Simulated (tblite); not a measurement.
C₈H₆.
Bonds: C1–C2 (triple), C2–C3, C3–C4 (aromatic), C4–C5 (aromatic), C5–C6 (aromatic), C6–C7 (aromatic), C7–C8 (aromatic), C3–C8 (aromatic). Hydrogens: H9 on C1; H10 on C4; H11 on C5; H12 on C6; H13 on C7; H14 on C8.

Computed geometry: GFN2-xTB, gas phase.

Question: What internal coordinates does the optimisation give?

Answer: 
```tsv
bond	length (bohr)
C1≡C2	2.269
C2–C3	2.677
C3–C4, C3–C8	2.636
C4–C5, C7–C8	2.611
C5–C6, C6–C7	2.619
C1–H9	1.983
C4–H10, C8–H14	2.042
C5–H11, C7–H13	2.042
C6–H12	2.041
```

Bonds in one row agree within 0.02 bohr and their mean is given. A selection of angles:
```tsv
angle	degrees
C1–C2–C3	179.9
C2–C3–C4	120.2
C4–C3–C8	119.6
C3–C4–C5	119.9
C4–C5–C6	120.3
C5–C6–C7	120.0
```

The 8 heavy atoms lie in one plane (0.001 Å rms). The 6-membered ring C3–C4–C5–C6–C7–C8 has internal angles of 119.6° to 120.3°; it is planar, 0.00 Å rms from its mean plane, widest ring torsion 0°. The 8 C–C bonds span 1.200 Å (C1≡C2, drawn triple) to 1.416 Å (C2–C3, drawn single), a spread of 0.216 Å.

Point group: C2v (every atom within 0.08 Å of its image). Its GFN2-xTB frequencies are all real (lowest 126 cm⁻¹).
